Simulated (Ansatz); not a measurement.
Rocksalt BaTe, relaxed with r2SCAN in Ansatz. Space group Fm-3m (No. 225), cubic; a = 7.065 Å in the conventional setting, 44.08 Å³ an atom. Ba is surrounded by 6 Te at 3.53 Å; Te is surrounded by 6 Ba at 3.53 Å.

The axes x, y and z are those of this cell:
```
Ba Te
1.0
     0.00000    3.53239    3.53239
     3.53239    0.00000    3.53239
     3.53239    3.53239    0.00000
Ba Te
1 1
Direct
  0.00000 0.00000 0.00000
  0.50000 0.50000 0.50000
```

Unstrained: The PBE gap is indirect, 1.655 eV (Γ to X), below the direct gap of 2.009 eV at X. r2SCAN gives an indirect gap of 2.004 eV, from Γ to X; the least direct gap is 2.365 eV at X. The HSE06 gap is indirect, 2.347 eV (Γ to X), below the direct gap of 2.752 eV at X. Meshes: PBE 6×6×6, r2SCAN 6×6×6, HSE06 4×4×4. Strains are changes of length per length. After each strain the atoms were relaxed again with r2SCAN within the symmetry that the strain leaves, so tilts or polar shifts that break it weren't tested; points keep the names that they have in the unstrained zone. (Simulation; spin polarisation is off.)

(1) Estimate what biaxial -1.18 % in x and y, z held does to the gap.

(2) Estimate what uniaxial -3.46 % along x, other directions held does to the gap.

(3) Apply uniaxial +2.83 % along [111], other directions held. How far does the gap move, against the unstrained cell?

(4) Order the strained cells by their HSE06 gap, smallest first.
A. uniaxial +2.83 % along [111], other directions held
B. biaxial -1.18 % in x and y, z held
C. uniaxial -3.46 % along x, other directions held

Answers

(1) PBE: the gap goes from 1.655 to 1.600 eV (-0.055 eV); with r2SCAN the top three valence levels at Γ, degenerate before, become 2+1 from the top over 29 meV. r2SCAN: the gap goes from 2.004 to 1.948 eV (-0.056 eV). HSE06: the gap goes from 2.347 to 2.289 eV (-0.058 eV). The r2SCAN energy rises by 3.2 meV an atom.

(2) PBE: the gap goes from 1.655 to 1.518 eV (-0.137 eV); with r2SCAN the top three valence levels at Γ, degenerate before, become 1+2 from the top over 100 meV. r2SCAN: the gap goes from 2.004 to 1.859 eV (-0.145 eV). HSE06: the gap goes from 2.347 to 2.209 eV (-0.138 eV). The r2SCAN energy rises by 13.7 meV an atom.

(3) PBE: the gap goes from 1.655 to 1.671 eV (+0.016 eV); with r2SCAN the top three valence levels at Γ, degenerate before, become 2+1 from the top over 95 meV. r2SCAN: the gap goes from 2.004 to 2.017 eV (+0.013 eV). HSE06: the gap goes from 2.347 to 2.363 eV (+0.016 eV). The r2SCAN energy rises by 5.2 meV an atom.

(4) C (2.21 eV), B (2.29 eV), A (2.36 eV).

No spin-orbit coupling is included; it can move band edges with weight on the heavy atoms by tenths of an eV.

The meshes of the hybrids are coarse, so their gaps aren't converged to the digits shown.

The splittings at Γ are without spin-orbit coupling, which regroups them where it is of like size or larger.
